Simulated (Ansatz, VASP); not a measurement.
# Cross-check of AlN between VASP and Ansatz

One calculation is typed for both programs; each brings its own data sets and cutoff. How far apart do they land?

Method: plane waves, with VASP 6.6.1 beside it; relaxation of cell and atoms at LDA and relaxation of cell and atoms at PBE with D3(BJ), in Ansatz 0.2.0.

## (1) Set-up

The structure is hexagonal, space group P6_3mc (No. 186). Conventional cell: a = 3.081 Å, b = 3.081 Å, c = 5.031 Å, α = 90.00°, β = 90.00°, γ = 120.00°. Al has 4 N at 1.88 to 1.92 Å nearest. N has 4 Al at 1.88 to 1.92 Å nearest. Farther neighbours and most contacts between anions are not listed.

Coordinates:

```cif
data_structure
_symmetry_space_group_name_H-M 'P6_3mc'
_symmetry_Int_Tables_number 186
_cell_length_a 3.0810
_cell_length_b 3.0810
_cell_length_c 5.0310
_cell_angle_alpha 90.000
_cell_angle_beta 90.000
_cell_angle_gamma 120.000
_cell_volume 41.36
loop_
_atom_site_label
_atom_site_type_symbol
_atom_site_symmetry_multiplicity
_atom_site_Wyckoff_symbol
_atom_site_fract_x
_atom_site_fract_y
_atom_site_fract_z
_atom_site_occupancy
Al1 Al 2 b 0.33333 0.66667 0.00000 1
N1 N 2 b 0.33333 0.66667 0.38200 1
```

## (2) VASP: relaxation of cell and atoms, LDA

The relaxed volume is the usual yardstick between codes: its relative difference is about their pressure difference at one cell divided by the bulk modulus.

Lines of VASP's logs that name or quote its potential files are left out, and so is its time.

The input, INCAR:

```
SYSTEM = AlN
PREC = Accurate
ENCUT = 560
EDIFF = 1E-06
NELM = 100
ISMEAR = -1
SIGMA = 0.05
LREAL = .FALSE.
ALGO = Normal
GGA = CA
NBANDS = 14
LORBIT = 11
LWAVE = .FALSE.
LCHARG = .FALSE.
KPAR = 2
IBRION = 2
NSW = 60
ISIF = 3
EDIFFG = -0.01
```

The input, POSCAR:

```
AlN
1.0
    3.0810000000      0.0000000000      0.0000000000
   -1.5405000000      2.6682242691      0.0000000000
    0.0000000000      0.0000000000      5.0310000000
Al N
2 2
Direct
    0.3333333333      0.6666666667      0.0000000000
    0.6666666667      0.3333333333      0.5000000000
    0.3333333333      0.6666666667      0.3820000000
    0.6666666667      0.3333333333      0.8820000000
```

The input, KPOINTS:

```
Automatic mesh
0
Gamma
7 7 4
0 0 0
```

PAW data sets: Al and N (PBE family, release 64).

Run with:

```sh
$ mpirun -np 2 vasp_std
```

Numbers of over 12 decimals in the logs are rounded to 6 here.

Output:

```text
[banner, memory and clock lines left out]
running    2 mpi-ranks, on    1 nodes
 distrk:  each k-point on    1 cores,    2 groups
 distr:  one band on    1 cores,    1 groups

 POSCAR found type information on POSCAR AlN
 POSCAR found :  2 types and       4 ions
|                                                                             |
|               ----> ADVICE to this user running VASP <----                  |
|                                                                             |
|     You enforced a specific xc type in the INCAR file but a different       |
|     [... a line on the potential file left out ...]
|     I HOPE YOU KNOW WHAT YOU ARE DOING!                                     |
|                                                                             |

 LDA part: xc-table for (Slater(with rela. corr.)+CA(PZ))
 , standard interpolation
 POSCAR, INCAR and KPOINTS ok, starting setup
 FFT: planning ... GRIDC
 FFT: planning ... GRID_SOFT
 FFT: planning ... GRID
 WAVECAR not read
 entering main loop
       N       E                     dE             d eps       ncg     rms          rms(c)
DAV:   1     0.467912542261E+02    0.46791E+02   -0.77066E+03   672   0.108E+03
DAV:   2    -0.334414787854E+02   -0.80233E+02   -0.73825E+02   970   0.214E+02
DAV:   3    -0.375076347571E+02   -0.40662E+01   -0.40502E+01   930   0.510E+01
DAV:   4    -0.375372243188E+02   -0.29590E-01   -0.29587E-01   726   0.486E+00
DAV:   5    -0.375375898744E+02   -0.36556E-03   -0.36555E-03   900   0.549E-01    0.117E+01
DAV:   6    -0.328903621124E+02    0.46472E+01   -0.12693E+01   828   0.270E+01    0.393E+00
DAV:   7    -0.328536669194E+02    0.36695E-01   -0.69742E-01   744   0.611E+00    0.279E+00
DAV:   8    -0.328009321462E+02    0.52735E-01   -0.10387E-01   792   0.294E+00    0.547E-01
DAV:   9    -0.327952887595E+02    0.56434E-02   -0.17605E-02   894   0.101E+00    0.243E-01
DAV:  10    -0.327955411457E+02   -0.25239E-03   -0.15647E-03   738   0.278E-01    0.159E-01
DAV:  11    -0.327954621824E+02    0.78963E-04   -0.14130E-04   894   0.976E-02    0.320E-02
DAV:  12    -0.327954609699E+02    0.12125E-05   -0.44374E-06   816   0.179E-02    0.791E-03
DAV:  13    -0.327954606329E+02    0.33695E-06   -0.16922E-06   610   0.106E-02
   1 F= -.32795461E+02 E0= -.32795461E+02  d E =-.327955E+02
[...]
2 F= -.32799698E+02 E0= -.32799698E+02  d E =-.423730E-02
[...]
3 F= -.32809386E+02 E0= -.32809386E+02  d E =-.139249E-01
[...]
4 F= -.32810483E+02 E0= -.32810483E+02  d E =-.109721E-02
[...]
5 F= -.32810731E+02 E0= -.32810731E+02  d E =-.134506E-02
[...]
6 F= -.32810729E+02 E0= -.32810729E+02  d E =0.163060E-05
 trial-energy change:    0.000002  1 .order    0.000003   -0.000269    0.000275
 step:   0.5240(harm=  0.5240)  dis= 0.00016  next Energy=   -32.810797 (dE=-0.664E-04)
 bond charge predicted
       N       E                     dE             d eps       ncg     rms          rms(c)
DAV:   1    -0.328109045627E+02   -0.17482E-03   -0.34078E-03   708   0.495E-01    0.641E-02
DAV:   2    -0.328108085462E+02    0.96017E-04   -0.19905E-04   822   0.117E-01    0.222E-02
DAV:   3    -0.328107997553E+02    0.87909E-05   -0.22451E-05   822   0.372E-02    0.831E-03
DAV:   4    -0.328107974121E+02    0.23432E-05   -0.31510E-06   816   0.145E-02    0.281E-03
DAV:   5    -0.328107972453E+02    0.16683E-06   -0.48555E-07   402   0.592E-03
   7 F= -.32810797E+02 E0= -.32810797E+02  d E =-.666542E-04
 curvature:  -0.32 expect dE=-0.563E-06 dE for cont linesearch -0.336E-08
 trial: gam=-0.03681 g(F)=  0.124E-05 g(S)=  0.500E-06 ort = 0.180E-05 (trialstep = 0.953E+00)
 search vector abs. value=  0.203E-05
 reached required accuracy - stopping structural energy minimisation
```

Parts of OUTCAR (step 2):

```text
ion  position               nearest neighbor table
   1  0.333  0.667  0.000-   4 1.88   4 1.88   4 1.88   3 1.92   2 3.08   2 3.08   2 3.08   2 3.08
                             2 3.08   2 3.08
   2  0.667  0.333  0.500-   3 1.88   3 1.88   3 1.88   4 1.92   1 3.08   1 3.08   1 3.08   1 3.08
                             1 3.08   1 3.08
   3  0.333  0.667  0.382-   2 1.88   2 1.88   2 1.88   1 1.92
   4  0.667  0.333  0.882-   1 1.88   1 1.88   1 1.88   2 1.92

  LATTYP: Found a hexagonal cell.
 ALAT       =     3.0810000000
 C/A-ratio  =     1.6329113924

 Subroutine GETGRP returns: Found 12 space group operations
 (whereof  6 operations were pure point group operations)

The static configuration has the point symmetry C_3v.
 The point group associated with its full space group is C_6v.

 Found     24 irreducible k-points:

   k-points           NKPTS =     24   k-points in BZ     NKDIM =     24   number of bands    NBANDS=     14

   dimension x,y,z NGX =    24 NGY =   24 NGZ =   40
   dimension x,y,z NGXF=    48 NGYF=   48 NGZF=   80

   ENCUT  =  560.0 eV  41.16 Ry    6.42 a.u.   5.94  5.94  9.71*2*pi/ulx,y,z

   NELECT =      16.0000    total number of electrons

 k-points in reciprocal lattice and weights: Automatic mesh
   0.00000000  0.00000000  0.00000000       0.005
   0.14285714  0.00000000  0.00000000       0.031
   0.28571429  0.00000000  0.00000000       0.031
   0.42857143  0.00000000  0.00000000       0.031
   0.14285714  0.14285714  0.00000000       0.031
   0.28571429  0.14285714  0.00000000       0.061
   0.42857143  0.14285714  0.00000000       0.031
   0.28571429  0.28571429  0.00000000       0.031
   0.00000000  0.00000000  0.25000000       0.010
[...]
0.42857143  0.14285714  0.50000000       0.031
   0.28571429  0.28571429  0.50000000       0.031

 average (electrostatic) potential at core
       1 -70.9426       2 -70.9426       3 -59.7198       4 -59.7198

 E-fermi :   7.0969

 k-point     1 :       0.0000    0.0000    0.0000
  band No.  band energies     occupation
    ...
      4       5.1690      2.00000
      5       5.1690      2.00000
      6       5.8310      2.00000
      7       5.8310      2.00000
      8       6.0614      2.00000
      9      10.4329      0.00000
     10      12.7488      0.00000
     11      16.6679      0.00000
     12      17.1349      0.00000
     13      17.1349      0.00000
    ...

 k-point     2 :       0.1429    0.0000    0.0000
  band No.  band energies     occupation
    ...
      4       4.0534      2.00000
      5       4.8214      2.00000
      6       4.8554      2.00000
      7       5.7785      2.00000
      8       5.9356      2.00000
      9      11.4189      0.00000
     10      13.6231      0.00000
     11      15.5476      0.00000
     12      15.9266      0.00000
     13      17.8656      0.00000
    ...

 k-point     3 :       0.2857    0.0000    0.0000
  band No.  band energies     occupation
    ...
      4       2.0446      2.00000
      5       3.1734      2.00000
      6       4.3140      2.00000
      7       5.4405      2.00000
      8       5.5674      2.00000
      9      12.3598      0.00000
     10      13.2266      0.00000
     11      13.9924      0.00000
     12      16.2940      0.00000
     13      17.5498      0.00000
    ...

  Total        0.0024041      0.0024041      0.0054646      0.0000000      0.0000000      0.0000000
  in kB        0.0938164      0.0938164      0.2132463      0.0000000      0.0000000      0.0000000
  external PRESSURE =       0.1336264 kB  Pullay stress =       0.0000000 kB

  energy-cutoff  :      560.00
  volume of cell :       41.06
      direct lattice vectors                 reciprocal lattice vectors
     3.094457805  0.000000000 -0.000000000     0.323158389  0.186575583  0.000000000
    -1.547228902  2.679879070 -0.000000000     0.000000000  0.373151166  0.000000000
    -0.000000000 -0.000000000  4.950905537     0.000000000  0.000000000  0.201983252

 POSITION                                       TOTAL-FORCE (eV/Angst)
 -----------------------------------------------------------------------------------
     -0.00000      1.78659      4.95071        -0.000000     -0.000000      0.002532
      1.54723      0.89329      2.47526        -0.000000     -0.000000      0.002532
     -0.00000      1.78659      1.89144         0.000000      0.000000     -0.002532
      1.54723      0.89329      4.36689         0.000000      0.000000     -0.002532
 -----------------------------------------------------------------------------------
    total drift:                               -0.000000      0.000000     -0.000802

  FREE ENERGIE OF THE ION-ELECTRON SYSTEM (eV)
  ---------------------------------------------------
  free  energy   TOTEN  =       -32.8107972453 eV

  energy  without entropy=      -32.8107972453  energy(sigma->0) =      -32.81079725

 reached required accuracy - stopping structural energy minimisation

 total charge
# of ion       s       p       d       tot
------------------------------------------
    1        0.366   0.452   0.000   0.818
    2        0.366   0.452   0.000   0.818
    3        1.206   2.641   0.000   3.847
    4        1.206   2.641   0.000   3.847
--------------------------------------------------
tot          3.145   6.185   0.000   9.331

[... 3 further parts left out ...]
```

## (3) Ansatz: relaxation of cell and atoms, LDA

Ansatz runs on its default PAW (the set named soft_2) files.

The same cell, functional (in two slightly different forms), mesh and smearing now go to Ansatz, which takes its cutoff from its data sets.

The input, input.yaml:

```yaml
crystal:
  lattice:
    - [3.081, 0.0, 0.0]
    - [-1.5405, 2.6682242691, 0.0]
    - [0.0, 0.0, 5.031]
  atoms:
    - { symbol: Al, position: [0.3333333333, 0.6666666667, 0.0] }
    - { symbol: Al, position: [0.6666666667, 0.3333333333, 0.5] }
    - { symbol: "N", position: [0.3333333333, 0.6666666667, 0.382] }
    - { symbol: "N", position: [0.6666666667, 0.3333333333, 0.882] }
hamiltonian:
  xc: lda
  pseudopotentials: { kind: paw }
kpoints:
  mp_grid: { grid: [7, 7, 4] }
scf:
  occupations: { method: fermi_dirac, width: 0.05 }
relax:
  f_tol: 0.01
  max_steps: 60
  cell: { stress_tol: 0.05 }
output:
  forces: true
  stress: true
  write_density: true
  write_potential: true
  elf: true
  volumetric_format: npy
```

Run with:

```sh
$ ansatz run input.yaml --threads 4 --pin off --max-ram 9216MiB --backend cpu --events-out ev --progress --plain --runs-dir out
```

Output:

```text
Engine: ansatz 0.2.0, aarch64-unknown-linux-gnu
Pseudopotentials: kind: paw
Pseudopotential: Al, paw, valence charge 3, recommended cutoff 420 eV (normal), Al.paw.azcp
Pseudopotential: N, paw, valence charge 5, recommended cutoff 420 eV (normal), N.paw.azcp
Functional definition: SPW92
  exchange = slater_x
  correlation = pw_c
Crystal: 4 atoms, lattice volume = 41.359 Å³
Basis set: ecut = 420 eV, 785 PW (Γ)
Bands: 12, of which v1, the nominal top of the filled ones, is band 8 counted from 1 (7 counted from 0)
Symmetry: 12 space group operations
Space group: P63mc (ITA 186), of the structure as read, at distance tolerance 3.5e-5 Å
k-points: 24 of 196 (time reversal used)
Non-local potential: Al, projectors of the file, l = 0: 2, l = 1: 2, l = 2: 1
Non-local potential: N, projectors of the file, l = 0: 2, l = 1: 2, l = 2: 1
PAW form: soft (Blöchl's): semilocal exchange-correlation on the pseudo side does not see the compensation charge
PAW frozen core: Al, regenerated for the run's functional, and the local potential with it (the file was generated under x = pbe(κ = 0.804, μ = 0.219515), c = pbe(β = 0.066725))
PAW frozen core: N, regenerated for the run's functional, and the local potential with it (the file was generated under x = pbe(κ = 0.804, μ = 0.219515), c = pbe(β = 0.066725))
PAW one-centre angular grid: Al, 110 points (default); XC on 64 Gauss nodes
PAW one-centre angular grid: N, 110 points (default); XC on 64 Gauss nodes
Initial density: superposition of atomic densities (neutral atoms: chi_scale 0, normalization atom), corrected by the library's trained network
Initial wavefunctions: pseudopotential atomic-orbital guess
Functional: x = slater, c = lda
SCF iter   1: F=—  HF=-1779.709233 eV  |F-HF|=—  |Δ(HF+E_count)|=         —  Δρ=9.37e-3  dr2=4.16e-2  ethr=1.77e-3  ⟨swp⟩=5.5  Hψ=1865  notcnv=0
preconditioner: auto → none  [insulator: Δε(μ)=4.270 eV  Ē_g=12.982 eV  σ=0.050 eV  W_gap=1.00  n_scr=2 (ndim 8)  ℏωp=23.1 eV  f_vac=0.000  D(μ)=0.00/eV (n_scr^D=0)  ε∞_Penn≈4.2]
SCF iter   2: F=—  HF=-1779.696923 eV  |F-HF|=—  |Δ(HF+E_count)|=   1.23e-2  Δρ=2.51e-3  dr2=1.41e-3  ethr=2.60e-4  ⟨swp⟩=3.0  Hψ=690  notcnv=0
SCF iter   3: F=—  HF=-1779.696383 eV  |F-HF|=—  |Δ(HF+E_count)|=   5.40e-4  Δρ=8.58e-4  dr2=1.33e-4  ethr=8.78e-6  ⟨swp⟩=1.5  Hψ=333  notcnv=0
SCF iter   4: F=—  HF=-1779.696325 eV  |F-HF|=—  |Δ(HF+E_count)|=   5.76e-5  Δρ=2.54e-5  dr2=1.19e-7  ethr=8.30e-7  ⟨swp⟩=2.0  Hψ=454  notcnv=0
SCF iter   5: F=—  HF=-1779.696324 eV  |F-HF|=—  |Δ(HF+E_count)|=   1.13e-6  Δρ=5.15e-6  dr2=6.73e-9  ethr=7.46e-10  ⟨swp⟩=2.0  Hψ=479  notcnv=0
SCF iter   6: F=-1779.696324 eV  HF=-1779.696324 eV  |F-HF|=6.82e-13  |Δ(HF+E_count)|=   1.92e-9  Δρ=4.89e-7  dr2=5.13e-11  ethr=4.21e-11  ⟨swp⟩=4.4  Hψ=1392  notcnv=0
SCF 1 converged in 6 iterations: F = -1779.696324 eV  dr2 = 5.13e-11
  greatest PAW one-centre occupation: 0.781 electrons in one spin orbital (limit 2), on the N atom at site 3 (counted from 0), in its partial waves of l = 0
relax step   1: F+E_penalty+E_count = -1779.69632422 eV  Δ(F+E_penalty+E_count) = +0.000e0 eV  max|allowed force component| = 2.188e-1 eV/Å  Δτ_max = 0.0000 Å  P = -2.304 GPa  Ω = 41.359 Å³  (6 SCF iters, dr2 threshold 1.00e-7 eV, accepted)
[... from here on, the SCF cycles and remarks between the steps are left out ...]
relax step   2: F+E_penalty+E_count = -1779.71068442 eV  Δ(F+E_penalty+E_count) = -1.436e-2 eV  max|allowed force component| = 1.702e-1 eV/Å  Δτ_max = 0.0042 Å  P = -1.183 GPa  Ω = 41.093 Å³  energy of the carried Pulay correction = +1.099e-3 eV  (6 SCF iters, dr2 threshold 4.00e-7 eV, accepted)
relax step   3: F+E_penalty+E_count = -1779.71400341 eV  Δ(F+E_penalty+E_count) = -3.319e-3 eV  max|allowed force component| = 6.168e-3 eV/Å  Δτ_max = 0.0072 Å  P = -0.675 GPa  Ω = 40.997 Å³  energy of the carried Pulay correction = +1.500e-3 eV  (6 SCF iters, dr2 threshold 4.00e-7 eV, accepted)
relax step   4: F+E_penalty+E_count = -1779.71560092 eV  Δ(F+E_penalty+E_count) = -1.598e-3 eV  max|allowed force component| = 1.789e-3 eV/Å  Δτ_max = 0.0026 Å  P = +0.163 GPa  Ω = 40.826 Å³  energy of the carried Pulay correction = +2.211e-3 eV  (6 SCF iters, dr2 threshold 4.00e-7 eV, accepted)
relax step   5: F+E_penalty+E_count = -1779.71547282 eV  Δ(F+E_penalty+E_count) = +1.281e-4 eV  max|allowed force component| = 1.668e-4 eV/Å  Δτ_max = 0.0001 Å  P = -0.028 GPa  Ω = 40.861 Å³  energy of the carried Pulay correction = +2.064e-3 eV  (6 SCF iters, dr2 threshold 1.07e-7 eV, accepted)
relax step   6: F+E_penalty+E_count = -1779.71376851 eV  Δ(F+E_penalty+E_count) = +1.704e-3 eV  max|allowed force component| = 1.337e-4 eV/Å  Δτ_max = 0.0000 Å  P = -0.102 GPa  Ω = 40.861 Å³  stress off target by 1.88e-1 GPa  SCF on the basis re-selected at this cell (its energy is not comparable with the rows above)  (6 SCF iters)
relax step   7: F+E_penalty+E_count = -1779.71386481 eV  Δ(F+E_penalty+E_count) = -9.631e-5 eV  max|allowed force component| = 5.565e-5 eV/Å  Δτ_max = 0.0002 Å  P = -0.000 GPa  Ω = 40.841 Å³  energy of the carried Pulay correction = +8.457e-5 eV  (6 SCF iters, accepted)
relax step   8: F+E_penalty+E_count = -1779.71375914 eV  Δ(F+E_penalty+E_count) = +1.057e-4 eV  max|allowed force component| = 8.230e-5 eV/Å  Δτ_max = 0.0000 Å  P = -0.003 GPa  Ω = 40.841 Å³  stress off target by 8.30e-3 GPa  SCF on the basis re-selected at this cell (its energy is not comparable with the rows above)  (7 SCF iters)
basis re-selected at this cell: Δ(F+E_penalty+E_count) = +1.057e-4 eV, ΔP = -0.002 GPa vs the last step (what re-selecting the basis moved, of the pressure what is left beyond the Pulay correction that the steps carried, after the strain that the cell walked since its last selection, with what the two solves' SCF thresholds leave and, on support functions, any second-order correction that the steps lacked; it is no m [...]
SCF converged after 7 iterations
Free energy (F): -1779.713759 eV
Harris-Foulkes:  -1779.713759 eV  (|F-HF|=2.27e-13)
Internal energy: -1779.713759 eV  (E = F + TS)
E sigma→0 (E₀):  -1779.713759 eV
Fermi energy:    9.321974 eV
--- Per-component energies (eV) ---
  E_band       = 29.481394
  E_kinetic    = 319.547960
  E_local      = -445.255475  (includes V_loc(G=0)·N_el)
  E_nonlocal   = 115.274162
  E_hartree    = 152.625691
  E_xc         = -201.679749
  E_vxc        = -215.786074  (∫ρ·V_xc dr)
  E_paw        = -1124.219381  (= ΣΔE_a)
  E_vpaw       = -49.550743  (= ΣTr[D̂ρ^β])
  E_aug_tail   = 0.000182  (compensation charges beyond the density's cutoff)
  E_ewald      = -596.278670
  E_core_change = 0.271521  (= ΣΔE_core)
  E_smearing   = -0.000000  (= −TS)
  E_closure    = 0.000000  (closes the sum)
  Σ components = -1779.713759   (vs F -1779.713759, Δ=0.00e0)
--- Forces (eV/Å), atoms counted from 1 ---
  atom   1  Al    -0.00000000     0.00000000    -0.00008033
  atom   2  Al     0.00000000    -0.00000000    -0.00008033
  atom   3  N      0.00000000    -0.00000000     0.00008426
  atom   4  N      0.00000000     0.00000000     0.00008426
  max |Σ_I F_I| component: 7.85e-6 eV/Å
--- Stress (GPa, compression-positive) ---
        0.000103       0.000000       0.000000
        0.000000       0.000103      -0.000000
        0.000000      -0.000000      -0.008295
  P = ⅓ Tr σ = -0.0027 GPa (-0.027 kbar)
--- Band table (eV; the first three rows and the last of 24) ---
  k-point 0: bands = [... 4 lower, 6.2158, 6.8744, 6.8744, 7.1027, 11.5193, 13.8390, 17.7594, 18.2134]
  k-point 1: bands = [... 4 lower, 6.3069, 6.3069, 6.7725, 6.7725, 12.4492, 13.9752, 17.4149, 18.1828]
  k-point 2: bands = [... 4 lower, 6.5345, 6.5345, 6.5345, 6.5345, 13.7100, 13.7100, 17.4378, 17.4378]
  k-point 23: bands = [... 4 lower, 3.5191, 3.5191, 6.2363, 6.2363, 13.9836, 13.9836, 15.5564, 15.5564]
--- Relaxed structure (6 steps of the walk, 6 accepted, 2 SCFs on fresh bases) ---
  F+E_penalty+E_count = -1779.71375914 eV   max|allowed force component| = 8.230e-5 eV/Å   (the final SCF, on the basis selected at the relaxed cell)
  cell:  # Å, volume = 40.8410 Å³
    - [3.088727, 0.0, 0.0]
    - [-1.544364, 2.674916, 0]
    - [0.0, 0, 4.943176]
  atoms:
    - { symbol: Al, position: [0.333333, 0.666667, 4.415019219174579e-6] }
    - { symbol: Al, position: [0.666667, 0.333333, 0.500004] }
    - { symbol: N, position: [0.333333, 0.666667, 0.381996] }
    - { symbol: N, position: [0.666667, 0.333333, 0.881996] }
```

Elapsed: 3.4 s, on 4 threads of Arm Neoverse V1, shared host; peak memory 0.26 GiB.

## (4) Comparison

Known differences besides the potentials themselves: the two LDA forms differ slightly; both relaxations stop at a tolerance, which leaves soft axes loose, and VASP keeps its plane-wave basis; the cutoff is 420 eV in Ansatz and 560 eV in VASP; Ansatz makes its cores anew for this functional, VASP keeps those of its PBE data sets; VASP's log shows a relativistic correction to its local exchange, Ansatz's none; Ansatz adds a Pulay correction to the stress that steers its cell, VASP none. Total energies have different zeros and are not compared.

Compared:

```
                                         quantity  Ansatz   VASP  difference
                                      volume (Å³)   40.84  41.06     -0.53 %
edge a after relaxation, in the typed setting (Å)   3.089  3.095     -0.19 %
edge c after relaxation, in the typed setting (Å)   4.943  4.951     -0.16 %
```

The walks stopped with 0.00 GPa left in Ansatz and 0.01 GPa in VASP; each walk ends within a tolerance, so the volume difference is uncertain by about these residues over the bulk modulus, most in soft cells.

[end of part 1 of 2]

[Lines on the potential files, build, host, timing and source positions are cut from VASP's logs without a mark.]

[Logs are printed without paths, hosts, clocks, repeated set-up lines and the standing remarks that a program may print on its own settings, such as how far it seeks lower states.]

[Hosts, paths, dates, database ids (printed as entryN), source tags and the programs' standing remarks are cut or masked in the printed files.]
